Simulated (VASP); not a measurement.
# ZnS (Wurtzite-2H) (P6_3mc) in VASP: notebook, part 2 of 2

VASP 6.6.1. The steps go on from the part before.

### Step 4. Single point, PBE, spin-orbit coupling, no magnetisation

Contents of INCAR:

```
ALGO     = Normal         # electronic algorithm
EDIFF    = 1E-7           # SCF threshold, eV
ENCUT    = 350            # plane-wave cutoff, eV
GGA      = PE             # functional
GGA_COMPAT= F            
ISIF     = 2              # what is computed and relaxed
ISMEAR   = 0              # smearing method
LASPH    = T              # aspherical terms in the spheres
LCHARG   = F              # write CHGCAR
LORBIT   = 11             # projections on sites
LREAL    = F              # projectors in reciprocal space
LSORBIT  = T              # spin-orbit coupling
LWAVE    = F              # write WAVECAR
MAGMOM   = 0 0 0 0 0 0 0 0 0 0 0 0 # initial moments
NBANDS   = 52             # bands
NELM     = 100            # most SCF steps
PREC     = Accurate       # precision mode
SIGMA    = 0.02           # smearing width, eV
```

Contents of KPOINTS:

```
k-points
0
Gamma
  4 4 2
```

Contents of POSCAR:

```
ZnS
1.0
    3.8110000000      0.0000000000      0.0000000000
   -1.9055000000      3.3004228138      0.0000000000
    0.0000000000      0.0000000000      6.2340000000
Zn S
2 2
Direct
    0.6666666667      0.3333333333      0.5000000000
    0.3333333333      0.6666666667      0.0000000000
    0.6666666667      0.3333333333      0.8850000000
    0.3333333333      0.6666666667      0.3850000000
```

Potentials or basis: VASP PAW PBE potentials, release 64 (Zn, S).

Command:

```console
cat potpaw_PBE.64/Zn/POTCAR potpaw_PBE.64/S/POTCAR > POTCAR
mpirun -np 1 vasp_ncl > vasp.out
```

OUTCAR:

```text
EDIFF = 1E-7
   ENCUT = 350
   GGA = PE
   ISIF = 2
   ISMEAR = 0
   LASPH = T
   LORBIT = 11
   LREAL = F
   LSORBIT = T
   NELM = 100
   PREC = Accurate

 Found      8 irreducible k-points:

 Following reciprocal coordinates:
            Coordinates               Weight
  0.000000  0.000000  0.000000      1.000000
  0.250000  0.000000  0.000000      6.000000
  0.500000  0.000000  0.000000      3.000000
  0.250000  0.250000  0.000000      6.000000
  0.000000  0.000000  0.500000      1.000000
  0.250000  0.000000  0.500000      6.000000
   k-points           NKPTS =      8   k-points in BZ     NKDIM =      8   number of bands    NBANDS=     52
   number of dos      NEDOS =    301   number of ions     NIONS =      4
   total plane-waves  NPLWV =  23040
   dimension x,y,z NGX =    24 NGY =   24 NGZ =   40
   dimension x,y,z NGXF=    48 NGYF=   48 NGZF=   80
   ions per type =               2   2
   NGX,Y,Z   is equivalent  to a cutoff of  10.47, 10.47, 10.67 a.u.
   NGXF,Y,Z  is equivalent  to a cutoff of  20.94, 20.94, 21.33 a.u.
 SYSTEM =  unknown system
   PREC   = accura    normal or accurate (medium, high low for compatibility)
   ISTART =      0    job   : 0-new  1-cont  2-samecut
   ICHARG =      2    charge: 1-file 2-atom 10-const
   ISPIN  =      1    spin polarized calculation?
[... 424 lines left out ...]
     0.0000000     0.0000000     0.0000000     0.0000000     0.0000000     0.0000000     0.0000000
     0.0000000     0.0000000     0.0000000     0.0000000     0.0000000     0.0000000     0.0000000
     0.0000000     0.0000000     0.0000000     0.0000000     0.0000000     0.0000000     0.0000000
[... 49 lines left out ...]
 l=   2
     0.0000000     0.0000000     0.0000000     0.0000000     0.0000000
     0.0000000     0.0000000     0.0000000     0.0000000     0.0000000
     0.0000000     0.0000000     0.0000000     0.0000000     0.0000000
     0.0000000     0.0000000     0.0000000     0.0000000     0.0000000
     0.0000000     0.0000000     0.0000000     0.0000000     0.0000000
 l=   3
     0.0000000     0.0000000     0.0000000     0.0000000     0.0000000     0.0000000     0.0000000
     0.0000000     0.0000000     0.0000000     0.0000000     0.0000000     0.0000000     0.0000000
     0.0000000     0.0000000     0.0000000     0.0000000     0.0000000     0.0000000     0.0000000
     0.0000000     0.0000000     0.0000000     0.0000000     0.0000000     0.0000000     0.0000000
     0.0000000     0.0000000     0.0000000     0.0000000     0.0000000     0.0000000     0.0000000
     0.0000000     0.0000000     0.0000000     0.0000000     0.0000000     0.0000000     0.0000000
     0.0000000     0.0000000     0.0000000     0.0000000     0.0000000     0.0000000     0.0000000

 total charge

# of ion       s       p       d       tot
------------------------------------------
    1        0.518   0.483   9.797  10.799
    2        0.518   0.483   9.797  10.799
    3        1.312   2.447   0.000   3.759
    4        1.312   2.447   0.000   3.759
--------------------------------------------------
tot          3.661   5.860  19.595  29.116

 magnetization (x)

# of ion       s       p       d       tot
------------------------------------------
    1        0.000  -0.000   0.000   0.000
    2       -0.000   0.000   0.000   0.000
    3       -0.000   0.000   0.000   0.000
    4       -0.000   0.000   0.000   0.000
--------------------------------------------------
tot         -0.000   0.000   0.000   0.000

 magnetization (y)

# of ion       s       p       d       tot
------------------------------------------
    1        0.000   0.000   0.000   0.000
    2        0.000   0.000   0.000   0.000
    3        0.000   0.000   0.000   0.000
    4       -0.000   0.000   0.000  -0.000
--------------------------------------------------
tot          0.000   0.000   0.000   0.000

 magnetization (z)

# of ion       s       p       d       tot
------------------------------------------
    1       -0.000   0.000   0.000   0.000
    2       -0.000   0.000   0.000   0.000
    3        0.000   0.000   0.000   0.000
    4        0.000  -0.000   0.000  -0.000
--------------------------------------------------
tot         -0.000   0.000   0.000   0.000
```

stdout:

```text
POSCAR found type information on POSCAR ZnS
 POSCAR found :  2 types and       4 ions
 scaLAPACK will be used
 LDA part: xc-table for (Slater+PW92), standard interpolation
 POSCAR, INCAR and KPOINTS ok, starting setup
 FFT: planning ... GRIDC
 FFT: planning ... GRID_SOFT
 FFT: planning ... GRID
 WAVECAR not read
 entering main loop
```

It took 38 s on 1 thread of Intel Xeon Platinum 8259CL at 2.50GHz (Skylake/Cascade Lake), shared host; peak memory 0.25 GiB.

The run converged, but some of its settings lie outside the range that counts as converged, so its numbers aren't taken as properties of the crystal.

Results:

| Quantity | Value |
| --- | --- |
| Free energy | -13.6114 eV |
| Pressure | 2.4 GPa |
| Largest force | 0.336 eV/Å |
| Valence electrons inside the program's atomic spheres | Zn 10.80; S 3.76 |

Caveat: the k mesh is coarse (spacing up to 0.50 Å⁻¹), so the values aren't converged.

### Step 5. Single point, PBE, spin-orbit coupling, no magnetisation

Edit INCAR of step 4 so:

```diff
@@ -2,3 +2,3 @@
 EDIFF    = 1E-7           # SCF threshold, eV
-ENCUT    = 350            # plane-wave cutoff, eV
+ENCUT    = 600            # plane-wave cutoff, eV
 GGA      = PE             # functional
```

Contents of KPOINTS:

```
k-points
0
Gamma
  3 3 2
```

POSCAR is that of step 4.

Command:

```console
cat potpaw_PBE.64/Zn/POTCAR potpaw_PBE.64/S/POTCAR > POTCAR
mpirun -np 1 vasp_ncl > vasp.out
```

Wall time 70 s (1 thread of Intel Xeon Platinum 8259CL at 2.50GHz (Skylake/Cascade Lake), shared host); peak memory 0.37 GiB.

These settings aren't checked as converged: the numbers below hold their error.

Results:

| Item | Value |
| --- | --- |
| Free energy | -13.4338 eV |
| Pressure | 3.1 GPa |
| Largest force | 0.374 eV/Å |
| Valence electrons inside the program's atomic spheres | Zn 10.80; S 3.77 |

Caveat: the k mesh is coarse (spacing up to 0.63 Å⁻¹), so the values aren't converged.
